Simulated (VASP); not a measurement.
# AlP (F-43m) in VASP: notebook, part 2 of 2

VASP 6.6.1.

### 4 Relaxation of cell and atoms, LDA

This run uses another cell than the first one, of 20.25 Å³/atom, 1.009 times its volume.

INCAR reads:

```
SYSTEM = AlP
PREC = Accurate ; ENCUT = 600
EDIFF = 1E-6 ; ISMEAR = 0
SIGMA = 0.02 ; LREAL = .FALSE.
LASPH = .TRUE. ; NELM = 100
ALGO = Normal ; ISIF = 3
LWAVE = .FALSE. ; LCHARG = .FALSE.
IBRION = 2 ; NSW = 100
EDIFFG = -0.005
```

KPOINTS reads:

```
regular mesh
0
G
  8 8 8
  0 0 0
```

POSCAR reads:

```
AlP
1.0
    0.0000000000      2.7255000000      2.7255000000
    2.7255000000      0.0000000000      2.7255000000
    2.7255000000      2.7255000000      0.0000000000
Al P
1 1
Direct
    0.0000000000      0.0000000000      0.0000000000
    0.7500000000      0.7500000000      0.7500000000
```

Potentials or basis: VASP PAW LDA potentials, release 64 (Al, P).

The run is started by

```
cat potpaw_LDA.64/Al/POTCAR potpaw_LDA.64/P/POTCAR > POTCAR
mpirun -np 1 vasp_std > vasp.out
```

OUTCAR:

```text
SYSTEM = AlP
   PREC = Accurate
   ENCUT = 600
   EDIFF = 1E-6
   ISMEAR = 0
   LREAL = .FALSE.
   LASPH = .TRUE.
   NELM = 100
   ISIF = 3
   IBRION = 2
   NSW = 100
   EDIFFG = -0.005

 ion  position               nearest neighbor table
   1  0.000  0.000  0.000-   2 2.36   2 2.36   2 2.36   2 2.36
   2  0.750  0.750  0.750-   1 2.36   1 2.36   1 2.36   1 2.36

  LATTYP: Found a face centered cubic cell.
 ALAT       =     5.4510000000

  Lattice vectors:

 A1 = (   0.0000000000,   2.7255000000,   2.7255000000)
 A2 = (   2.7255000000,   0.0000000000,   2.7255000000)
 A3 = (   2.7255000000,   2.7255000000,   0.0000000000)

Analysis of symmetry for initial positions (statically):
=====================================================================
 Subroutine PRICEL returns:
 Original cell was already a primitive cell.

 Routine SETGRP: Setting up the symmetry group for a
 face centered cubic supercell.

 Subroutine GETGRP returns: Found 24 space group operations
 (whereof 24 operations were pure point group operations)
 out of a pool of 48 trial point group operations.

The static configuration has the point symmetry T_d .

Analysis of symmetry for dynamics (positions and initial velocities):
=====================================================================
 Subroutine PRICEL returns:
 Original cell was already a primitive cell.

 Routine SETGRP: Setting up the symmetry group for a
 face centered cubic supercell.

 Subroutine GETGRP returns: Found 24 space group operations
 (whereof 24 operations were pure point group operations)
 out of a pool of 48 trial point group operations.

The dynamic configuration has the point symmetry T_d .

 Subroutine INISYM returns: Found 24 space group operations
 (whereof 24 operations are pure point group operations),
 and found     1 'primitive' translations

----------------------------------------------------------------------------------------

                                     Primitive cell

  volume of cell :      40.4919

  direct lattice vectors                    reciprocal lattice vectors
     0.000000000  2.725500000  2.725500000    -0.183452578  0.183452578  0.183452578
     2.725500000  0.000000000  2.725500000     0.183452578 -0.183452578  0.183452578
     2.725500000  2.725500000  0.000000000     0.183452578  0.183452578 -0.183452578

  length of vectors
     3.854439064  3.854439064  3.854439064     0.317749185  0.317749185  0.317749185

  position of ions in fractional coordinates (direct lattice)
     0.000000000  0.000000000  0.000000000
     0.750000000  0.750000000  0.750000000

  ion indices of the primitive-cell ions
   primitive index   ion index
                 1           1
                 2           2

----------------------------------------------------------------------------------------

 KPOINTS: regular mesh

Automatic generation of k-mesh.
 Grid dimensions read from file:
 generate k-points for:    8    8    8

 Generating k-lattice:

  Cartesian coordinates                     Fractional coordinates (reciprocal lattice)
[... 42 lines left out ...]
   k-points           NKPTS =     29   k-points in BZ     NKDIM =     29   number of bands    NBANDS=      8
   number of dos      NEDOS =    301   number of ions     NIONS =      2
   total plane-waves  NPLWV =  32768
   dimension x,y,z NGX =    32 NGY =   32 NGZ =   32
   dimension x,y,z NGXF=    64 NGYF=   64 NGZF=   64
   ions per type =               1   1
   NGX,Y,Z   is equivalent  to a cutoff of  13.80, 13.80, 13.80 a.u.
   NGXF,Y,Z  is equivalent  to a cutoff of  27.60, 27.60, 27.60 a.u.
 SYSTEM =  AlP
   PREC   = accura    normal or accurate (medium, high low for compatibility)
   ISTART =      0    job   : 0-new  1-cont  2-samecut
   ICHARG =      2    charge: 1-file 2-atom 10-const
   ISPIN  =      1    spin polarized calculation?
   LNONCOLLINEAR =      F non collinear calculations
   LSORBIT =      F    spin-orbit coupling
   LASPH  =      T    aspherical Exc in radial PAW
   ENCUT  =  600.0 eV  44.10 Ry    6.64 a.u.   7.70  7.70  7.70*2*pi/ulx,y,z
   NELM   =    100;   NELMIN=  2; NELMDL= -5     # of ELM steps
   EDIFF  = 0.1E-05   stopping-criterion for ELM
   LREAL  =      F    real-space projection
   EDIFFG = -.5E-02   stopping-criterion for IOM
   NSW    =    100    number of steps for IOM
   IBRION =      2    ionic relax: 0-MD 1-quasi-New 2-CG
   NFREE  =      1    steps in history (QN), initial steepest desc. (CG)
   ISIF   =      3    stress and relaxation
   ISYM   =      2    0-nonsym 1-usesym 2-fastsym
   POTIM  = 0.5000    time-step for ionic-motion
   TEBEG  =    0.0;   TEEND  =   0.0 temperature during run
   PSTRESS=    0.0 pullay stress
   NELECT =       8.0000    total number of electrons
   NUPDOWN=      -1.0000    fix difference up-down
   EMIN   =  10.00;   EMAX   =-10.00  energy-range for DOS
   EFERMI =   0.00;   METHOD = LEGACY
   ISMEAR =     0;   SIGMA  =   0.02  broadening in eV -4-tet -1-fermi 0-gaus
   EFERMI_NEDOS =   21; number of points for ismear=-14 and -15
   IALGO  =     38    algorithm
   IMIX   =      4    mixing-type and parameters
     AMIX     =   0.40;   BMIX     =  1.00
     AMIX_MAG =   1.60;   BMIX_MAG =  1.00
  volume/ion in A,a.u.               =      20.25       136.63
  Fermi-wavevector in a.u.,A,eV,Ry     =   0.953488  1.801831 12.369596  0.909140
  Thomas-Fermi vector in A             =   2.082148
   LORBIT       =      0    0 simple, 1 ext, 2 COOP (PROOUT), +10 PAW based schemes
   GGA     = CA    functional components
   LHFCALC =     F    Hartree Fock is set to
   AEXX    =    0.0000 exact exchange contribution
   IVDW    =     0    specifies the selected vdW correction
   LEPSILON=     F    determine dielectric tensor
   LRPA    =     F    only Hartree local field effects (RPA)
 conjugate gradient relaxation of ions
 non-spin polarized calculation
 Gauss-broadening in eV      SIGMA  =   0.02
  energy-cutoff  :      600.00
  volume of cell :       40.49
 maximum number of plane-waves:      1365
   NGX = 15   NGY = 15   NGZ = 15

--------------------------------------- Ionic step        1  -------------------------------------------

 number of electron       8.0000000 magnetization

 Free energy of the ion-electron system (eV)
  ---------------------------------------------------
  ext. energy  EPLUGINS =         0.00000000
  ---------------------------------------------------
  free energy    TOTEN  =       -11.41173849 eV

  energy without entropy =      -11.41173849  energy(sigma->0) =      -11.41173849

------------------------ aborting loop because EDIFF is reached ----------------------------------------

  FORCE on cell =-STRESS in cart. coord.  units (eV):
  Direction    XX          YY          ZZ          XY          YZ          ZX
  --------------------------------------------------------------------------------------
  -------------------------------------------------------------------------------------
  Total       -0.1955367     -0.1955367     -0.1955367     -0.0000000      0.0000000     -0.0000000
  in kB       -7.7369601     -7.7369601     -7.7369601     -0.0000000      0.0000000     -0.0000000
  external PRESSURE =      -7.7369601 kB  Pullay stress =       0.0000000 kB
[... 59 lines left out ...]
--------------------------------------- Ionic step        3  -------------------------------------------

 number of electron       8.0000000 magnetization

 Free energy of the ion-electron system (eV)
  ---------------------------------------------------
  ext. energy  EPLUGINS =         0.00000000
  ---------------------------------------------------
  free energy    TOTEN  =       -11.41259132 eV

  energy without entropy =      -11.41259132  energy(sigma->0) =      -11.41259132

 E-fermi :   4.7106     XC(G=0):  -9.5008

 val. band max:        4.5765824602   @ k =   0.0000   0.0000   0.0000
 cond. band min:       5.9920015631   @ k =   0.5000   0.5000   0.0000
 fundamental gap:      1.4154191028
 Fermi energy:         4.7106335636

 k-point     1 :       0.0000    0.0000    0.0000
  band No.  band energies     occupation
      1      -7.0074      2.00000
      2       4.5766      2.00000
      3       4.5766      2.00000
      4       4.5766      2.00000
      5       7.8120      0.00000
      6       9.0679      0.00000
      7       9.0679      0.00000
      8       9.0679      0.00000
[... 243 lines left out ...]
 k-point    24 :      -0.3750    0.2500    0.1250
  band No.  band energies     occupation
      1      -4.9531      2.00000
      2      -0.6921      2.00000
      3       1.9148      2.00000
      4       3.0526      2.00000
      5       8.4343      0.00000
      6       9.0092      0.00000
      7      11.4212      0.00000
      8      12.2219      0.00000

 [... further k-points ...]
[... 5 lines left out ...]
  --------------------------------------------------------------------------------------
  -------------------------------------------------------------------------------------
  Total       -0.0003989     -0.0003989     -0.0003989     -0.0000000      0.0000000     -0.0000000
  in kB       -0.0159217     -0.0159217     -0.0159217     -0.0000000      0.0000000     -0.0000000
  external PRESSURE =      -0.0159217 kB  Pullay stress =       0.0000000 kB
[... 17 lines left out ...]
  FREE ENERGIE OF THE ION-ELECTRON SYSTEM (eV)
  ---------------------------------------------------
  free  energy   TOTEN  =       -11.4125913199 eV

  energy  without entropy=      -11.4125913199  energy(sigma->0) =      -11.41259132

 reached required accuracy - stopping structural energy minimisation
```

OSZICAR:

```text
N       E                     dE             d eps       ncg     rms          rms(c)
DAV:   1     0.116715802396E+02    0.11672E+02   -0.35738E+03   464   0.866E+02
DAV:   2    -0.112134226572E+02   -0.22885E+02   -0.22494E+02   600   0.930E+01
DAV:   3    -0.118426042966E+02   -0.62918E+00   -0.62918E+00   608   0.203E+01
[... 20 lines left out ...]
DAV:   2    -0.114126585354E+02    0.31566E-03   -0.82833E-04   544   0.159E-01    0.580E-02
DAV:   3    -0.114125978575E+02    0.60678E-04   -0.21726E-04   608   0.772E-02    0.152E-02
DAV:   4    -0.114125932053E+02    0.46522E-05   -0.53955E-06   520   0.167E-02    0.125E-02
DAV:   5    -0.114125913345E+02    0.18708E-05   -0.21024E-06   464   0.805E-03    0.513E-03
DAV:   6    -0.114125913199E+02    0.14614E-07   -0.55319E-08   232   0.213E-03
   3 F= -.11412591E+02 E0= -.11412591E+02  d E =-.852827E-03
```

It took 11 s on 1 thread of Intel Xeon 6975P-C (Granite Rapids), shared host; peak memory 0.15 GiB.

Results:

| Item | Value |
| --- | --- |
| Free energy | -11.4126 eV |
| Relaxed volume | 20.07 Å³/atom |
| Relaxed cell | a = 3.843 Å, b = 3.843 Å, c = 3.843 Å, α = 60.00°, β = 60.00°, γ = 60.00° |
| Space group after relaxing (to 0.05 Å) | F-43m (No. 216) |
| Energy gained by relaxing | 0.4 meV/atom |
| Ionic steps | 3 |
| Pressure after relaxing | 0.0 GPa |
| Band gap on the k mesh | 1.42 eV, indirect (least direct gap 3.24 eV) |

Step by step:
| step | energy change (eV) | largest force (eV/Å) | pressure (GPa) | volume (Å³) |
| --- | --- | --- | --- | --- |
| 1 | 0.0000 | 0.0000 | -0.77 | 40.49 |
| 2 | -0.0005 | 0.0000 | 0.50 | 39.92 |
| 3 | -0.0009 | 0.0000 | 0.00 | 40.14 |

Final structure:
```
Al P
1.0
     0.00000    2.71760    2.71760
     2.71760    0.00000    2.71760
     2.71760    2.71760    0.00000
Al P
1 1
Direct
  0.00000 0.00000 0.00000
  0.75000 0.75000 0.75000
```

Levels at points of the mesh, in eV from the valence-band top:
```csv
k point,band 2,band 3,band 4,band 5,band 6,band 7
"(0.00, 0.00, 0.00)",0.00,0.00,0.00,3.24,4.49,4.49
"(0.50, 0.00, 0.00)",-5.64,-0.78,-0.78,2.72,4.74,4.74
"(0.50, 0.50, 0.00)",-5.40,-2.15,-2.15,1.42,2.33,11.00
```

### 5 Summary

| task | cell | k mesh | cutoff (eV) | smearing | gap on the mesh (eV) | pressure (GPa) |
| --- | --- | --- | --- | --- | --- | --- |
| single point | F-43m, 20.06 Å³/atom | 10 × 10 × 10 | 520 | gaussian 0.05 eV | 1.41 | 0.0 |
| single point | F-43m, 20.06 Å³/atom | 8 × 8 × 8 | 520 | gaussian 0.02 eV | 1.41 | 0.1 |
| relaxation of cell and atoms | relaxed | 8 × 8 × 8 | 600 | gaussian 0.02 eV | 1.42 | 0.0 |

Alike in all rows: level LDA; potentials or basis VASP PAW LDA potentials, release 64 (Al, P); no spin polarisation.

Total energies depend on the potentials used, so only differences within one code and one set of settings carry meaning.

### 6 How close it comes

Step 2. Against the measured gap of AlP, 2.505 eV (indirect; 4.2 K; a printed reference work, data compilation), the calculated 1.41 eV is off by -1.09 eV. The value is that of LDA on a finite k mesh, which can miss the band edges, without temperature or zero-point motion. Semilocal functionals fall short of measured gaps as a rule.

Step 3. Measured gap of AlP: 2.505 eV (indirect; 4.2 K; a printed reference work, data compilation). This calculation gives 1.41 eV (-1.09 eV). The value is that of LDA on a finite k mesh, which can miss the band edges, without temperature or zero-point motion. Semilocal functionals fall short of measured gaps as a rule.
